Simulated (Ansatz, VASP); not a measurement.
## Two plane-wave programs on Pb

Contents of INCAR:

```
PREC = Accurate
ENCUT = 520
EDIFF = 1E-6
ISMEAR = 1
SIGMA = 0.01
LREAL = False
LASPH = True
NELM = 60
ALGO = Normal
ISIF = 2
LWAVE = False
LCHARG = True
GGA = CA
LELF = True
LVHAR = True
NBANDS = 13
```

KPOINTS

```
Automatic mesh
0
Gamma
  11 11 11
```

POSCAR

```
Pb
1.0
    0.0000000000      2.4375492138      2.4375492138
    2.4375492138      0.0000000000      2.4375492138
    2.4375492138      2.4375492138      0.0000000000
Pb
1
Direct
    0.0000000000      0.0000000000      0.0000000000
```

Input for Ansatz:

```yaml
crystal:
  lattice:
    - [0.0, 2.4375492138, 2.4375492138]
    - [2.4375492138, 0.0, 2.4375492138]
    - [2.4375492138, 2.4375492138, 0.0]
  atoms:
    - { symbol: Pb, position: [0.0, 0.0, 0.0] }
hamiltonian:
  xc: lda
  pseudopotentials:
    kind: paw
    azcp:
      Pb: "pseudopotentials/Pb.paw.azcp"
basis:
  ecutwfc: 420
  fft_grid_basis: typed
kpoints:
  mp_grid: { grid: [11, 11, 11], shift: [0, 0, 0] }
magnetization:
  spin_polarized: false
scf:
  occupations: { method: cold, width: 0.01 }
  lower_state_search: "off"
output:
  stress: true
  write_density: true
  write_potential: true
  elf: true
  volumetric_format: npy
```

Alike in both runs: task single point; functional LDA; k mesh 11 × 11 × 11; no spin polarisation.

|  | VASP | Ansatz |
| --- | --- | --- |
| version | VASP 6.6.1 | Ansatz 0.2.0 |
| potentials or method | VASP PAW LDA potentials, release 64 (Pb_d) | plane waves (420 eV) with PAW, scalar-relativistic |
| plane-wave cutoff (eV) | 520 | 420 |
| occupations | methfessel-paxton of order 1, width 0.01 eV | cold, width 0.01 eV |
| valence electrons in the cell | 14 | 14 |

```tsv
	VASP	Ansatz	Ansatz less VASP
pressure (GPa)	0.1	0.1	-0.02
```

Ansatz warned: «pseudo_functional_mismatch».

The runs have no spin-orbit coupling, so splittings on Pb are missing.
